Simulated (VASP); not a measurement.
# MgS (F-43m) in VASP: notebook, part 2 of 2

VASP 6.6.1.

### Step 3. Electric field gradients, r2SCAN0 (cell strained at random at fixed volume)

Contents of POSCAR:

```
MgS
1.0
    0.0232060000      2.8130830000      2.7679540000
    2.8880980000     -0.0036930000      2.7948530000
    2.8962610000      2.8481450000     -0.0118560000
S Mg
1 1
Direct
    0.2500000000      0.2500000000      0.2500000000
    0.0000000000      0.0000000000      0.0000000000
```

Contents of INCAR.step1:

```
SYSTEM = MgS
PREC     = Medium         ! precision mode
ENCUT    = 520            ! plane-wave cutoff, eV
ISMEAR   = 0              ! smearing method
SIGMA    = 0.01           ! smearing width, eV
LREAL    = .False.        ! projectors in reciprocal space
LASPH    = .True.         ! aspherical terms in the spheres
NELM     = 100            ! most SCF steps
ALGO     = Normal         ! electronic algorithm
ISIF     = 2              ! what is computed and relaxed
LWAVE    = .True.         ! write WAVECAR
LCHARG   = .False.        ! write CHGCAR
GGA      = PE             ! functional
EDIFF    = 1E-5           ! SCF threshold, eV
```

Contents of INCAR.step2:

```
SYSTEM = MgS
PREC     = Medium         ! precision mode
ENCUT    = 520            ! plane-wave cutoff, eV
EDIFF    = 1E-8           ! SCF threshold, eV
ISMEAR   = 0              ! smearing method
SIGMA    = 0.01           ! smearing width, eV
LREAL    = .False.        ! projectors in reciprocal space
LASPH    = .True.         ! aspherical terms in the spheres
NELM     = 100            ! most SCF steps
ALGO     = Normal         ! electronic algorithm
ISIF     = 2              ! what is computed and relaxed
LWAVE    = .False.        ! write WAVECAR
LCHARG   = .False.        ! write CHGCAR
METAGGA  = R2SCAN         ! meta-GGA
LHFCALC  = .True.         ! exact exchange
AEXX     = 0.25           ! exact-exchange fraction
LMIXTAU  = .True.       
PRECFOCK = Fast         
HFRCUT   = -1           
LEFG     = .True.       
ISTART   = 1
```

Contents of KPOINTS:

```
regular mesh
0
Monkhorst
  4 4 4
  0 0 0
```

Potentials or basis: VASP PAW PBE potentials, release 64 (S, Mg).

Run with:

```bash
> cat potpaw_PBE.64/S/POTCAR potpaw_PBE.64/Mg/POTCAR > POTCAR
> cp INCAR.step1 INCAR
> mpirun -np 1 vasp_std > vasp.out
> cp INCAR.step2 INCAR
> mpirun -np 1 vasp_std > vasp.out
```

OUTCAR:

```text
SYSTEM = MgS
   PREC = Medium
   ENCUT = 520
   EDIFF = 1E-8
   ISMEAR = 0
   LREAL = .False.
   LASPH = .True.
   NELM = 100
   ISIF = 2
   METAGGA = R2SCAN
   LHFCALC = .True.
   AEXX = 0.25
   PRECFOCK = Fast
   ISTART = 1

 ion  position               nearest neighbor table
   1  0.250  0.250  0.250-   2 2.43   2 2.46   2 2.46   2 2.47
   2  0.000  0.000  0.000-   1 2.43   1 2.46   1 2.46   1 2.47

  LATTYP: Found a triclinic cell.
 ALAT       =    10.6423922604
[... 586 lines left out ...]

  FREE ENERGIE OF THE ION-ELECTRON SYSTEM (eV)
  ---------------------------------------------------
  free  energy   TOTEN  =       -15.5937509706 eV

  energy  without entropy=      -15.5937509706  energy(sigma->0) =      -15.59375097

 Electric field gradients (V/A^2)
---------------------------------------------------------------------
 ion       V_xx      V_yy      V_zz      V_xy      V_xz      V_yz
---------------------------------------------------------------------
   1       3.149    -0.276    -2.873     3.988     2.941    -0.882
   2      -1.157     0.014     1.144     1.433     0.870    -0.858
---------------------------------------------------------------------

 Electric field gradients after diagonalization (V/A^2)
 (convention: |V_zz| > |V_xx| > |V_yy|)
----------------------------------------------------------------------
 ion       V_xx      V_yy      V_zz     asymmetry (V_yy - V_xx)/ V_zz
----------------------------------------------------------------------
   1      -5.422    -0.812     6.234       0.740
   2       1.611     0.904    -2.515       0.281
----------------------------------------------------------------------

           NMR quadrupolar parameters

 Cq : quadrupolar parameter    Cq=e*Q*V_zz/h
 eta: asymmetry parameters     (V_yy - V_xx)/ V_zz
 Q  : nuclear electric quadrupole moment in mb (millibarn)
----------------------------------------------------------------------
 ion       Cq(MHz)       eta       Q (mb)
----------------------------------------------------------------------
   1       0.015       0.740       1.000
   2      -0.006       0.281       1.000
----------------------------------------------------------------------
```

Wall time 2.3 min (1 thread of Intel Xeon Platinum 8488C (Sapphire Rapids), shared host); peak memory 0.13 GiB.

These settings aren't checked as converged: the numbers below hold their error.

Results:

| Property | Result |
| --- | --- |
| Free energy | -15.5938 eV |
| Pressure | -1.0 GPa |
| Largest force | 0.111 eV/Å |

Caveat: the k mesh is coarse (spacing up to 0.49 Å⁻¹), so the values aren't converged, least of all with exact exchange; the PAW data sets were made with another functional, which shifts forces and pressure a little.

### Step 4. Band structure, TB-mBJ

Contents of POSCAR:

```
MgS
1.0
    0.0000000000      2.8331200468      2.8331200468
    2.8331200468      0.0000000000      2.8331200468
    2.8331200468      2.8331200468      0.0000000000
S Mg
1 1
Direct
    0.2500000000      0.2500000000      0.2500000000
    0.0000000000      0.0000000000      0.0000000000
```

Contents of INCAR.step1:

```
  PREC = Accurate
  ENCUT = 800
  EDIFF = 1E-5
  ISMEAR = 0
  SIGMA = 0.05
  LREAL = False
  LASPH = True
  NELM = 80
  ALGO = Normal
  ISIF = 2
  LWAVE = True
  LCHARG = False
  NBANDS = 11
  GGA = PE
```

Contents of INCAR.step2:

```
  PREC = Accurate
  ENCUT = 800
  EDIFF = 1E-6
  ISMEAR = 0
  SIGMA = 0.05
  LREAL = False
  LASPH = True
  NELM = 80
  ALGO = Normal
  ISIF = 2
  LWAVE = False
  LCHARG = False
  METAGGA = MBJ
  NBANDS = 11
  ISTART = 1
```

Contents of KPOINTS:

```
regular mesh
0
Gamma
  10 10 10
```

Contents of KPOINTS_OPT:

```
path GXWKGLUWLK,UX
10
line-mode
reciprocal
 0.0000000000  0.0000000000  0.0000000000  G
 0.5000000000  0.0000000000  0.5000000000  X

 0.5000000000  0.0000000000  0.5000000000  X
 0.5000000000  0.2500000000  0.7500000000  W

 0.5000000000  0.2500000000  0.7500000000  W
 0.3750000000  0.3750000000  0.7500000000  K

 0.3750000000  0.3750000000  0.7500000000  K
 0.0000000000  0.0000000000  0.0000000000  G

 0.0000000000  0.0000000000  0.0000000000  G
 0.5000000000  0.5000000000  0.5000000000  L

 0.5000000000  0.5000000000  0.5000000000  L
 0.6250000000  0.2500000000  0.6250000000  U

 0.6250000000  0.2500000000  0.6250000000  U
 0.5000000000  0.2500000000  0.7500000000  W

 0.5000000000  0.2500000000  0.7500000000  W
 0.5000000000  0.5000000000  0.5000000000  L

 0.5000000000  0.5000000000  0.5000000000  L
 0.3750000000  0.3750000000  0.7500000000  K

 0.6250000000  0.2500000000  0.6250000000  U
 0.5000000000  0.0000000000  0.5000000000  X
```

Run with:

```bash
> cat potpaw_PBE.64/S/POTCAR potpaw_PBE.64/Mg/POTCAR > POTCAR
> cp INCAR.step1 INCAR
> mpirun -np 1 vasp_std > vasp.out
> cp INCAR.step2 INCAR
> mpirun -np 1 vasp_std > vasp.out
```

Run time: 4.5 min. Hardware: 1 thread of Intel Xeon Platinum 8488C (Sapphire Rapids), shared host; peak memory 0.31 GiB.

The run converged. Its results:

```
Band gap on the k mesh  : 5.04 eV, direct
Band gap along the path : 5.04 eV, direct
```

Levels at the corners of the path, in eV from the valence-band top:
| point | band 1 | band 2 | band 3 | band 4 | band 5 | band 6 | band 7 | band 8 | band 9 |
| --- | --- | --- | --- | --- | --- | --- | --- | --- | --- |
| Γ | -11.15 | 0.00 | 0.00 | 0.00 | 5.04 | 9.02 | 9.02 | 9.02 | 11.60 |
| X | -10.36 | -2.43 | -0.89 | -0.89 | 5.30 | 6.84 | 12.52 | 13.84 | 13.84 |
| X | -10.36 | -2.43 | -0.89 | -0.89 | 5.30 | 6.84 | 12.52 | 13.84 | 13.84 |
| W | -10.35 | -1.96 | -1.56 | -1.08 | 6.78 | 9.09 | 9.17 | 9.81 | 14.21 |
| W | -10.35 | -1.96 | -1.56 | -1.08 | 6.78 | 9.09 | 9.17 | 9.81 | 14.21 |
| K | -10.37 | -2.12 | -1.57 | -0.70 | 6.18 | 8.09 | 10.68 | 11.26 | 12.45 |
| K | -10.37 | -2.12 | -1.57 | -0.70 | 6.18 | 8.09 | 10.68 | 11.26 | 12.45 |
| Γ | -11.15 | 0.00 | 0.00 | 0.00 | 5.04 | 9.02 | 9.02 | 9.02 | 11.60 |
| Γ | -11.15 | 0.00 | 0.00 | 0.00 | 5.04 | 9.02 | 9.02 | 9.02 | 11.60 |
| L | -10.55 | -2.67 | -0.29 | -0.29 | 6.47 | 8.72 | 8.72 | 10.10 | 13.88 |
| L | -10.55 | -2.67 | -0.29 | -0.29 | 6.47 | 8.72 | 8.72 | 10.10 | 13.88 |
| U | -10.37 | -2.12 | -1.57 | -0.70 | 6.18 | 8.09 | 10.68 | 11.26 | 12.45 |
| U | -10.37 | -2.12 | -1.57 | -0.70 | 6.18 | 8.09 | 10.68 | 11.26 | 12.45 |
| W | -10.35 | -1.96 | -1.56 | -1.08 | 6.78 | 9.09 | 9.17 | 9.81 | 14.21 |
| W | -10.35 | -1.96 | -1.56 | -1.08 | 6.78 | 9.09 | 9.17 | 9.81 | 14.21 |
| L | -10.55 | -2.67 | -0.29 | -0.29 | 6.47 | 8.72 | 8.72 | 10.10 | 13.88 |
| L | -10.55 | -2.67 | -0.29 | -0.29 | 6.47 | 8.72 | 8.72 | 10.10 | 13.88 |
| K | -10.37 | -2.12 | -1.57 | -0.70 | 6.18 | 8.09 | 10.68 | 11.26 | 12.45 |
| U | -10.37 | -2.12 | -1.57 | -0.70 | 6.18 | 8.09 | 10.68 | 11.26 | 12.45 |
| X | -10.36 | -2.43 | -0.89 | -0.89 | 5.30 | 6.84 | 12.52 | 13.84 | 13.84 |

Caveat: the PAW data sets were made with another functional, which shifts forces and pressure a little.

### Step 5. Core levels, PW91+D4, collinear spin, ferromagnetic start

Contents of INCAR:

```
PREC = Accurate
ENCUT = 550
EDIFF = 1E-7
ISMEAR = -5
SIGMA = 0.05
LREAL = False
LASPH = True
NELM = 80
ALGO = Normal
ISIF = 2
LWAVE = False
LCHARG = False
ISPIN = 2
MAGMOM = 0.5 0
LORBIT = 11
GGA = 91
IVDW = 13
VDW_S6 = 1.0
VDW_S8 = 0.77283111
VDW_A1 = 0.39581542
VDW_A2 = 4.93405761
ICORELEVEL = 1
```

Contents of KPOINTS:

```
regular mesh
0
Gamma
  8 8 8
```

Contents of POSCAR:

```
MgS
4.0066
    0.000000000000      0.707113274797      0.707113274797
    0.707113274797      0.000000000000      0.707113274797
    0.707113274797      0.707113274797      0.000000000000
S Mg
1 1
Direct
    0.2500000000      0.2500000000      0.2500000000
    0.0000000000      0.0000000000      0.0000000000
```

Potentials or basis: VASP PAW PBE potentials, release 64 (S_GW, Mg_GW).

Run with:

```bash
> cat potpaw_PBE.64/S_GW/POTCAR potpaw_PBE.64/Mg_GW/POTCAR > POTCAR
> mpirun -np 1 vasp_std > vasp.out
```

OUTCAR:

```text
PREC = Accurate
   ENCUT = 550
   EDIFF = 1E-7
   ISMEAR = -5
   LREAL = False
   LASPH = True
   NELM = 80
   ISIF = 2
   ISPIN = 2
   LORBIT = 11
   GGA = 91
   IVDW = 13

 ion  position               nearest neighbor table
   1  0.250  0.250  0.250-   2 2.45   2 2.45   2 2.45   2 2.45
   2  0.000  0.000  0.000-   1 2.45   1 2.45   1 2.45   1 2.45

  LATTYP: Found a face centered cubic cell.
 ALAT       =     5.6662400936

  Lattice vectors:

 A1 = (   0.0000000000,   2.8331200468,   2.8331200468)
[... 513 lines left out ...]
  external pressure =       -7.97 kB  Pullay stress =        0.00 kB

 VOLUME and BASIS-vectors are now :
 -----------------------------------------------------------------------------
  energy-cutoff  :      550.00
  volume of cell :       45.48
      direct lattice vectors                 reciprocal lattice vectors
     0.000000000  2.833120047  2.833120047    -0.176483874  0.176483874  0.176483874
     2.833120047  0.000000000  2.833120047     0.176483874 -0.176483874  0.176483874
     2.833120047  2.833120047  0.000000000     0.176483874  0.176483874 -0.176483874

 POSITION                                       TOTAL-FORCE (eV/Angst)
 -----------------------------------------------------------------------------------
      1.41656      1.41656      1.41656        -0.000000     -0.000000      0.000000
      0.00000      0.00000      0.00000         0.000000      0.000000     -0.000000
 -----------------------------------------------------------------------------------
    total drift:                                0.000000      0.000000      0.000000

  FREE ENERGIE OF THE ION-ELECTRON SYSTEM (eV)
  ---------------------------------------------------
  free  energy   TOTEN  =        -8.9150449770 eV

  energy  without entropy=       -8.9150449770  energy(sigma->0) =       -8.91504498

 total charge

# of ion       s       p       d       tot
------------------------------------------
    1        1.288   2.470   0.008   3.765
    2        0.162   0.145   0.038   0.345
--------------------------------------------------
tot          1.450   2.615   0.046   4.111

 magnetization (x)

# of ion       s       p       d       tot
------------------------------------------
    1        0.000   0.000  -0.000   0.000
    2       -0.000  -0.000   0.000  -0.000
--------------------------------------------------
tot          0.000   0.000  -0.000   0.000
```

Run time: 54 s. Hardware: 1 thread of Intel Xeon Platinum 8488C (Sapphire Rapids), shared host; peak memory 0.2 GiB.

What came out:

- Free energy: -8.9150 eV
- Pressure: -0.8 GPa
- Band gap on the k mesh: 3.44 eV, direct
- Net moment: 0.00 μB per cell
- Valence electrons inside the program's atomic spheres: S 3.77; Mg 0.34
- Dispersion energy per atom: -0.188 eV

Core levels (eV, on the scale of the bands):
| atom | levels |
| --- | --- |
| 1 S | 1s -2395.7, 2s -201.9, 2p -146.7 |
| 2 Mg | 1s -1252.5, 2s -72.8, 2p -39.5 |

Caveat: the PAW data sets were made with another functional, which shifts forces and pressure a little. PW91 gaps usually lie below the measured ones, often by a third to a half.

### Step 6. For comparison

An earlier run on the cell as given: functional PBEsol; potentials or basis VASP PAW PBE potentials, release 64 (S, Mg); cutoff 520 eV; k mesh 8 × 8 × 8; occupations fermi-dirac, width 0.05 eV; no spin polarisation.

- Pressure: -0.5 GPa
- Band gap on the k mesh: 3.29 eV, direct

### Step 7. The runs side by side

```tsv
task	level	potentials or basis	spin	k mesh	cutoff (eV)	smearing	ladder	other keys	gap on the mesh (eV)	pressure (GPa)
optical spectrum	BLYP+D4	VASP PAW PBE potentials, release 54 (S, Mg)	off	8 × 8 × 8	520	gaussian 0.1 eV	-	PREC = Normal; ISYM = 1	3.59	-1.4
band structure	TB-mBJ	VASP PAW PBE potentials, release 64 (S, Mg)	off	10 × 10 × 10	800	gaussian 0.05 eV	-	k = 10 × 10 × 10; ENCUT = 800	5.04	-
core levels	PW91+D4	VASP PAW PBE potentials, release 64 (S_GW, Mg_GW)	collinear, ferromagnetic start	8 × 8 × 8	550	tetrahedron	-	-	3.44	-0.8
single point	PBEsol	VASP PAW PBE potentials, release 64 (S, Mg)	off	8 × 8 × 8	520	fermi-dirac 0.05 eV	free	-	3.29	-0.5
```

Alike in all rows: cell as given.

Caveats: the PAW data sets were made with another functional, which shifts forces and pressure a little; spectra need much finer meshes, so this one isn't converged (some runs); these spectra lack excitons (some runs).

Total energies depend on the potentials used, so only differences within one code and one set of settings carry meaning.
